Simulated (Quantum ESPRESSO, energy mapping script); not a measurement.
## NiO: exchange couplings from total energies

Aim: the exchange couplings of NiO from the energies of a few collinear orders, and the ordering temperature that they give.

Main program and level: Quantum ESPRESSO 7.5; PBE with U = 6 eV on Ni d, ortho-atomic projectors; plane waves, U on orthogonalised atomic orbitals unless named otherwise, collinear spin, no spin–orbit coupling.

The experiments to compare with:

For NiO, rock salt (literature value for NiO), “Observation and resonant x-ray optical interpretation of multi-atom resonant photoemission effects in O 1s emission from NiO” (2006, arxiv:cond-mat/0609101) quotes earlier work: ordering temperature (Neel temperature) 524 K [Literature value cited from another work, not measured on this sample.].

### 1. The starting structure

Symmetry: Fm-3m, No. 225, cubic system. The conventional cell has a = 4.172 Å, b = 4.172 Å, c = 4.172 Å, α = 90.00°, β = 90.00°, γ = 90.00°. Nearest to Ni lie 6 O at 2.09 Å. Nearest to O lie 6 Ni at 2.09 Å. Farther neighbours and most contacts between anions are not listed.

The U corrects the self-interaction that lets semilocal functionals spread d and f electrons too far. Its value here is typed, not computed. These runs use Quantum ESPRESSO.

### 2. Probe run

One run in the crystal's own cell, under PBE with U = 4.5 eV on Ni d, ortho-atomic projectors, Quantum ESPRESSO with GBRV potentials, shows which elements keep a moment. Transition or f elements with 0.3 μB or more enter the spin model; moments induced on other atoms do not.

File pw.in:

```
&control
  calculation = 'scf'
  prefix = 'pw'
  outdir = './tmp/'
  pseudo_dir = './pseudo/'
  verbosity = 'low'
/
&system
  ibrav = 0
  nat = 2
  ntyp = 2
  ecutwfc = 45
  ecutrho = 360
  nbnd = 21
  occupations = 'smearing'
  smearing = 'fd'
  degauss = 0.00367493
  nspin = 2
  starting_magnetization(1) = 0.1111
/
&electrons
  conv_thr = 5.0e-09
  electron_maxstep = 120
  mixing_beta = 0.3
  mixing_mode = 'plain'
/
ATOMIC_SPECIES
  Ni 58.6934 Ni.upf
  O 15.9990 O.upf
CELL_PARAMETERS angstrom
  0.00000000 2.08590164 2.08590164
  2.08590164 0.00000000 2.08590164
  2.08590164 2.08590164 0.00000000
ATOMIC_POSITIONS crystal
  Ni 0.00000000 0.00000000 0.00000000
  O 0.50000000 0.50000000 0.50000000
K_POINTS automatic
  9 9 9 0 0 0
HUBBARD {ortho-atomic}
U Ni-3d 4.5
```

Started as:

```
$ OMP_NUM_THREADS=1 mpirun -n 4 pw.x -nk 4 -in pw.in > pw.out
```

The program printed:

```text
Program PWSCF v.7.5 starts
[...]
unit-cell volume          =     122.4921 (a.u.)^3
     number of atoms/cell      =            2
[...]
number of electrons       =        24.00
     number of Kohn-Sham states=           21
     kinetic-energy cutoff     =      45.0000  Ry
     charge density cutoff     =     360.0000  Ry
     scf convergence threshold =      5.0E-09
[...]
Exchange-correlation= SLA  PW   PBE  PBE
[...]
Hubbard projectors: ortho-atomic
     Hubbard parameters of DFT+U (Dudarev formulation) in eV:
[...]
atomic species   magnetization
[...]
48 Sym. Ops., with inversion, found
[...]
number of k points=    35  Fermi-Dirac smearing, width (Ry)=  0.0037
[...]
Number of occupied Hubbard levels =    8.0000
     Atomic wfc used for Hubbard projectors are orthogonalized
[...]
iteration #  1     ecut=    45.00 Ry     beta= 0.30
[...]
Number of occupied Hubbard levels =    3.9229
     total energy              =    -367.25333558 Ry
     estimated scf accuracy    <      28.40014867 Ry
     total magnetization       =     2.40 Bohr mag/cell
     absolute magnetization    =     2.44 Bohr mag/cell
     iteration #  2     ecut=    45.00 Ry     beta= 0.30
[...]
total energy              =    -373.94060869 Ry
     estimated scf accuracy    <      11.24713449 Ry
     total magnetization       =     0.17 Bohr mag/cell
     absolute magnetization    =     0.18 Bohr mag/cell
     iteration #  3     ecut=    45.00 Ry     beta= 0.30
[...]
total energy              =    -375.26779224 Ry
     estimated scf accuracy    <       0.30938252 Ry
     total magnetization       =     1.97 Bohr mag/cell
     absolute magnetization    =     1.98 Bohr mag/cell
[...]
total energy              =    -375.43550658 Ry
[...]
iteration # 11     ecut=    45.00 Ry     beta= 0.30
[...]
total energy              =    -375.43550696 Ry
     estimated scf accuracy    <          8.3E-09 Ry
     total magnetization       =     2.00 Bohr mag/cell
     absolute magnetization    =     2.01 Bohr mag/cell
     iteration # 12     ecut=    45.00 Ry     beta= 0.30
[...]
Magnetic moment per site  (integrated on atomic sphere of radius R)
     atom   1 (R=0.292)  charge= 15.6181  magn=  1.6981
     atom   2 (R=0.292)  charge=  5.7268  magn=  0.2441
     End of self-consistent calculation
     =================== HUBBARD OCCUPATIONS ===================
     ------------------------ ATOM    1 ------------------------
     Tr[ns(  1)] (up, down, total) =   4.97260  3.25744  8.23004
     Atomic magnetic moment for atom   1 =   1.71516
     SPIN  1
     eigenvalues:
       0.993  0.993  0.993  0.996  0.996
     eigenvectors (columns):
      -0.000 -0.000  0.000 -0.045 -0.999
      -0.222  0.222  0.949  0.000  0.000
[...]
occupation matrix ns (before diag.):
[...]
SPIN  2
     eigenvalues:
[...]
eigenvectors (columns):
[...]
occupation matrix ns (before diag.):
[...]
Number of occupied Hubbard levels =    8.2300
 ------ SPIN UP ------------
          k = 0.0000 0.0000 0.0000 (   609 PWs)   bands (ev):
   -90.7849 -51.1433 -51.1433 -51.1433  -5.7337   8.4739   8.4739   8.9153
     8.9153   8.9153  11.6965  11.6965  11.6965  15.9358  32.1076  33.0460
[...]
k = 0.0786 0.0786-0.0786 (   618 PWs)   bands (ev):
   -90.7846 -51.1468 -51.1438 -51.1438  -5.5876   8.2143   8.2143   8.6970
[...]
k = 0.1571 0.1571-0.1571 (   628 PWs)   bands (ev):
[...]
k = 0.2357 0.2357-0.2357 (   613 PWs)   bands (ev):
[...]
k =-0.2357-0.3928 0.3928 (   621 PWs)   bands (ev):
[...]
k =-0.1571-0.3143 0.3143 (   620 PWs)   bands (ev):
[...]
k =-0.0786-0.2357 0.2357 (   620 PWs)   bands (ev):
[...]
------ SPIN DOWN ----------
          k = 0.0000 0.0000 0.0000 (   609 PWs)   bands (ev):
[...]
k = 0.3928 0.2357-0.0786 (   625 PWs)   bands (ev):
[...]
k = 0.4714 0.1571-0.0000 (   620 PWs)   bands (ev):
[...]
k =-0.0000-0.4714 0.6285 (   629 PWs)   bands (ev):
[...]
29.5139  34.0327  39.5607  44.7548  45.9813
          k =-0.0786-0.3928 0.7071 (   630 PWs)   bands (ev):
   -88.4103 -48.8675 -48.8634 -48.8554  -3.6175   8.0320   8.4056   9.7565
    11.1203  11.4484  11.5910  16.0304  16.6480  23.3649  25.0077  25.4648
    28.5933  35.7553  37.5633  45.2609  46.0425
     the Fermi energy is    14.5299 ev
!    total energy              =    -375.43550732 Ry
     estimated scf accuracy    <          9.3E-10 Ry
     smearing contrib. (-TS)   =      -0.00000000 Ry
     internal energy E=F+TS    =    -375.43550732 Ry
     The total energy is F=E-TS. E is the sum of the following terms:
     one-electron contribution =    -215.97664162 Ry
     hartree contribution      =     122.67708367 Ry
     xc contribution           =     -42.96402740 Ry
     ewald contribution        =    -239.22330767 Ry
     Hubbard energy            =       0.05138570 Ry
     total magnetization       =     2.00 Bohr mag/cell
     absolute magnetization    =     2.01 Bohr mag/cell
     convergence has been achieved in  12 iterations
=------------------------------------------------------------------------------=
   JOB DONE.
=------------------------------------------------------------------------------=
```

Elapsed: 5.1 s, on 4 MPI ranks of Arm Neoverse V2, shared host; peak memory 0.28 GiB; 20 s of CPU time.

Spin moment in the sphere by atom:

| atom | spin moment in the sphere (μB) |
| --- | --- |
| Ni1 | 1.70 |
| O2 | 0.24 |

The run ends ferromagnetic; Ni carries the moments.

### 3. Parallel start in cell A (4 atoms)

The parallel order is the zero of energy for this cell and mesh.

The potential files are GBRV's for PBE; pw.x takes the functional from them.

File pw.in:

```
&control
  calculation = 'scf'
  prefix = 'pw'
  outdir = './tmp/'
  pseudo_dir = './pseudo/'
  verbosity = 'low'
/
&system
  ibrav = 0
  nat = 4
  ntyp = 2
  ecutwfc = 45
  ecutrho = 360
  nbnd = 38
  occupations = 'smearing'
  smearing = 'fd'
  degauss = 0.00367493
  nspin = 2
  starting_magnetization(1) = 0.1111
/
&electrons
  conv_thr = 1.0e-08
  electron_maxstep = 120
  mixing_beta = 0.3
  mixing_mode = 'plain'
/
ATOMIC_SPECIES
  Ni 58.6934 Ni.upf
  O 15.9990 O.upf
CELL_PARAMETERS angstrom
  0.00000000 -2.08590164 -2.08590164
  0.00000000 2.08590164 -2.08590164
  4.17180328 0.00000000 0.00000000
ATOMIC_POSITIONS crystal
  Ni 0.50000000 0.50000000 0.50000000
  Ni 0.00000000 0.00000000 0.00000000
  O 0.50000000 0.50000000 0.00000000
  O 0.00000000 0.00000000 0.50000000
K_POINTS automatic
  7 7 5 0 0 0
HUBBARD {ortho-atomic}
U Ni-3d 6
```

The program printed:

```text
[banner, memory and clock lines left out]
Program PWSCF v.7.5 starts
[...]
unit-cell volume          =     244.9842 (a.u.)^3
     number of atoms/cell      =            4
[...]
number of electrons       =        48.00
     number of Kohn-Sham states=           38
     kinetic-energy cutoff     =      45.0000  Ry
     charge density cutoff     =     360.0000  Ry
     scf convergence threshold =      1.0E-08
[...]
Exchange-correlation= SLA  PW   PBE  PBE
[...]
Hubbard projectors: ortho-atomic
     Hubbard parameters of DFT+U (Dudarev formulation) in eV:
[...]
atomic species   magnetization
[...]
16 Sym. Ops., with inversion, found
[...]
number of k points=    30  Fermi-Dirac smearing, width (Ry)=  0.0037
[...]
Number of occupied Hubbard levels =   16.0000
     Atomic wfc used for Hubbard projectors are orthogonalized
[...]
iteration #  1     ecut=    45.00 Ry     beta= 0.30
[...]
Number of occupied Hubbard levels =    8.3190
     total energy              =    -735.69522884 Ry
     estimated scf accuracy    <      53.66451985 Ry
     total magnetization       =     5.43 Bohr mag/cell
     absolute magnetization    =     5.52 Bohr mag/cell
     iteration #  2     ecut=    45.00 Ry     beta= 0.30
[...]
total energy              =    -747.65674856 Ry
     estimated scf accuracy    <      21.16263194 Ry
     total magnetization       =     0.44 Bohr mag/cell
     absolute magnetization    =     0.45 Bohr mag/cell
     iteration #  3     ecut=    45.00 Ry     beta= 0.30
[...]
total energy              =    -750.42513231 Ry
     estimated scf accuracy    <       0.80608106 Ry
     total magnetization       =     4.00 Bohr mag/cell
     absolute magnetization    =     4.04 Bohr mag/cell
     iteration #  4     ecut=    45.00 Ry     beta= 0.30
[...]
total energy              =    -750.82443313 Ry
     estimated scf accuracy    <       0.43038803 Ry
     total magnetization       =     4.00 Bohr mag/cell
     absolute magnetization    =     4.02 Bohr mag/cell
     iteration #  5     ecut=    45.00 Ry     beta= 0.30
[...]
total energy              =    -750.83631344 Ry
     estimated scf accuracy    <       0.01200128 Ry
     total magnetization       =     4.00 Bohr mag/cell
     absolute magnetization    =     4.02 Bohr mag/cell
     iteration #  6     ecut=    45.00 Ry     beta= 0.30
[...]
total energy              =    -750.83845798 Ry
     estimated scf accuracy    <       0.00038616 Ry
     total magnetization       =     4.00 Bohr mag/cell
     absolute magnetization    =     4.03 Bohr mag/cell
     iteration #  7     ecut=    45.00 Ry     beta= 0.30
[...]
total energy              =    -750.83865273 Ry
     estimated scf accuracy    <       0.00020237 Ry
     total magnetization       =     4.00 Bohr mag/cell
     absolute magnetization    =     4.03 Bohr mag/cell
     iteration #  8     ecut=    45.00 Ry     beta= 0.30
[...]
total energy              =    -750.83870524 Ry
     estimated scf accuracy    <       0.00003939 Ry
     total magnetization       =     4.00 Bohr mag/cell
     absolute magnetization    =     4.03 Bohr mag/cell
     iteration #  9     ecut=    45.00 Ry     beta= 0.30
[...]
total energy              =    -750.83870896 Ry
     estimated scf accuracy    <       0.00001059 Ry
     total magnetization       =     4.00 Bohr mag/cell
     absolute magnetization    =     4.03 Bohr mag/cell
     iteration # 10     ecut=    45.00 Ry     beta= 0.30
[...]
total energy              =    -750.83871254 Ry
     estimated scf accuracy    <       0.00000013 Ry
     total magnetization       =     4.00 Bohr mag/cell
     absolute magnetization    =     4.03 Bohr mag/cell
     iteration # 11     ecut=    45.00 Ry     beta= 0.30
[...]
total energy              =    -750.83871335 Ry
     estimated scf accuracy    <       0.00000002 Ry
     total magnetization       =     4.00 Bohr mag/cell
     absolute magnetization    =     4.03 Bohr mag/cell
     iteration # 12     ecut=    45.00 Ry     beta= 0.30
[...]
Magnetic moment per site  (integrated on atomic sphere of radius R)
     atom   1 (R=0.292)  charge= 15.6073  magn=  1.7297
     atom   2 (R=0.292)  charge= 15.6073  magn=  1.7297
     atom   3 (R=0.292)  charge=  5.7391  magn=  0.2094
     atom   4 (R=0.292)  charge=  5.7391  magn=  0.2094
     End of self-consistent calculation
     =================== HUBBARD OCCUPATIONS ===================
     ------------------------ ATOM    1 ------------------------
     Tr[ns(  1)] (up, down, total) =   4.97576  3.22371  8.19947
     Atomic magnetic moment for atom   1 =   1.75205
     SPIN  1
     eigenvalues:
       0.994  0.994  0.994  0.997  0.997
     eigenvectors (columns):
       0.000 -0.000  0.000  0.500 -0.866
       0.000 -0.275  0.961 -0.000  0.000
       1.000  0.000 -0.000 -0.000 -0.000
      -0.000  0.000 -0.000 -0.866 -0.500
      -0.000  0.961  0.275  0.000  0.000
     occupation matrix ns (before diag.):
       0.997 -0.000 -0.000  0.000  0.000
      -0.000  0.994 -0.000  0.000  0.000
      -0.000 -0.000  0.994  0.000  0.000
       0.000  0.000  0.000  0.997 -0.000
[...]
SPIN  2
     eigenvalues:
[...]
eigenvectors (columns):
[...]
occupation matrix ns (before diag.):
[...]
------------------------ ATOM    2 ------------------------
     Tr[ns(  2)] (up, down, total) =   4.97576  3.22371  8.19947
     Atomic magnetic moment for atom   2 =   1.75205
     SPIN  1
     eigenvalues:
[...]
eigenvectors (columns):
[...]
occupation matrix ns (before diag.):
[...]
SPIN  2
     eigenvalues:
[...]
eigenvectors (columns):
[...]
occupation matrix ns (before diag.):
       0.127 -0.000 -0.000  0.000  0.000
      -0.000  0.990 -0.000  0.000  0.000
      -0.000 -0.000  0.990  0.000  0.000
       0.000  0.000  0.000  0.127 -0.000
       0.000  0.000  0.000 -0.000  0.990
     Number of occupied Hubbard levels =   16.3989
 ------ SPIN UP ------------
          k = 0.0000 0.0000 0.0000 (  1245 PWs)   bands (ev):
   -90.9085 -90.9051 -51.2915 -51.2755 -51.2755 -51.2645 -51.2642 -51.2642
    -5.6397  -4.3618   7.3160   7.6134   7.6136   7.6571   7.9361   8.0810
     8.0810   8.0811   8.7840   9.0135   9.0135  10.4235  10.4235  11.8119
    11.8119  11.8122  15.9633  20.2869  25.1773  26.2663  30.9987  30.9987
    32.1075  33.0313  33.0313  33.0314  36.4195  36.4195
          k = 0.1414 0.0000 0.0000 (  1241 PWs)   bands (ev):
   -90.9082 -90.9054 -51.2889 -51.2745 -51.2745 -51.2671 -51.2653 -51.2653
    -5.4835  -4.4303   6.7824   7.2032   7.3875   7.6440   7.9049   8.0064
     8.0912   8.0912   8.7574   8.7574   9.7710  10.7614  10.7614  11.5676
    11.8021  11.8021  16.9716  20.5728  25.1221  26.4759  30.0580  30.8638
    30.8638  32.0700  32.0700  33.1480  35.8315  38.1260
          k = 0.2828 0.0000 0.0000 (  1241 PWs)   bands (ev):
   -90.9073 -90.9062 -51.2822 -51.2739 -51.2716 -51.2716 -51.2682 -51.2682
    -5.0950  -4.6804   6.2008   6.4650   7.5761   7.7239   7.8126   7.8235
[...]
30.7169  30.7169  31.0434  31.0434  39.8098  40.8634
          k = 0.0000 0.1010-0.1010 (  1252 PWs)   bands (ev):
[...]
31.5561  31.6446  33.2477  34.2288  34.6449  36.6141
          k = 0.1414 0.1010-0.1010 (  1245 PWs)   bands (ev):
[...]
31.6971  31.7030  31.8760  34.4927  34.9989  36.3553
          k = 0.2828 0.1010-0.1010 (  1237 PWs)   bands (ev):
[...]
30.2641  30.5662  32.0841  32.9374  37.8303  39.0788
          k = 0.0000 0.2020-0.2020 (  1244 PWs)   bands (ev):
[...]
29.9615  31.6030  33.3620  33.9200  36.2382  37.7408
          k = 0.1414 0.2020-0.2020 (  1249 PWs)   bands (ev):
[...]
29.9359  30.4728  33.7618  34.9226  35.6598  37.2497
          k = 0.2828 0.2020-0.2020 (  1239 PWs)   bands (ev):
[...]
29.2437  29.4347  34.6184  35.0854  36.6681  38.4357
          k = 0.0000 0.3030-0.3030 (  1242 PWs)   bands (ev):
[...]
29.4862  29.9365  35.1091  36.2222  36.8952  38.3005
          k = 0.1414 0.3030-0.3030 (  1248 PWs)   bands (ev):
[...]
k = 0.2828 0.3030-0.3030 (  1240 PWs)   bands (ev):
[...]
k = 0.0000 0.0000-0.2020 (  1237 PWs)   bands (ev):
[...]
[... cut ...]
[...]
------ SPIN DOWN ----------
          k = 0.0000 0.0000 0.0000 (  1245 PWs)   bands (ev):
[...]
k = 0.1414 0.0000 0.0000 (  1241 PWs)   bands (ev):
[...]
k = 0.2828 0.0000 0.0000 (  1241 PWs)   bands (ev):
[...]
k = 0.1414 0.1010-0.5051 (  1257 PWs)   bands (ev):
[...]
30.2818  30.5540  32.6930  33.4871  40.3965  42.0245
          k = 0.2828 0.1010-0.5051 (  1261 PWs)   bands (ev):
[...]
29.5703  29.7606  35.2100  35.2942  38.4751  38.6850
          k = 0.0000 0.0000-0.6061 (  1246 PWs)   bands (ev):
[...]
30.9012  31.3308  31.3309  32.0238  43.4646  43.6759
          k = 0.1414 0.0000-0.6061 (  1262 PWs)   bands (ev):
[...]
16.7887  16.8857  21.6638  21.7830  25.3393  25.3925  25.7989  26.2310
    30.4851  30.8335  32.3857  32.4959  41.8186  42.1531
          k = 0.2828 0.0000-0.6061 (  1255 PWs)   bands (ev):
   -88.4885 -88.4884 -48.9445 -48.9434 -48.9402 -48.9379 -48.9310 -48.9306
    -3.5719  -3.5407   7.7710   7.8749   7.9653   8.1342   9.9849  10.0190
    10.2859  10.3408  10.8413  10.9037  11.0252  11.2066  16.5845  16.6606
    17.1696  17.1902  23.1300  23.2213  24.9380  24.9763  25.3316  25.5568
    28.9503  29.1674  34.9663  35.0727  38.3338  38.3498
     the Fermi energy is    14.7817 ev
!    total energy              =    -750.83871411 Ry
     estimated scf accuracy    <          2.4E-09 Ry
     smearing contrib. (-TS)   =      -0.00000000 Ry
     internal energy E=F+TS    =    -750.83871411 Ry
     The total energy is F=E-TS. E is the sum of the following terms:
     one-electron contribution =    -431.78587728 Ry
     hartree contribution      =     245.21044118 Ry
     xc contribution           =     -85.93807747 Ry
     ewald contribution        =    -478.44661533 Ry
     Hubbard energy            =       0.12141479 Ry
     total magnetization       =     4.00 Bohr mag/cell
     absolute magnetization    =     4.03 Bohr mag/cell
     convergence has been achieved in  12 iterations
```

Wall time 13 s (4 MPI ranks); peak memory 0.39 GiB.

Spin moment in the sphere by atom:

| atom | spin moment in the sphere (μB) |
| --- | --- |
| Ni1 | 1.73 |
| Ni2 | 1.73 |
| O3 | 0.21 |
| O4 | 0.21 |

The run ends ferromagnetic.

(Continued in part 2 of 3.)

[Logs and program files are shortened in this print: banners, set-up blocks, solver, clock and traceback lines can be left out without a mark of their own.]

[Logs are printed without paths, hosts, clocks, repeated set-up lines and the standing remarks that a program may print on its own settings, such as how far it seeks lower states.]

[Hosts, paths, dates, database ids (printed as entryN), source tags and the programs' standing remarks are cut or masked in the printed files.]

[Where a cell is said to come from a database of computed structures, the database is the Materials Project.]
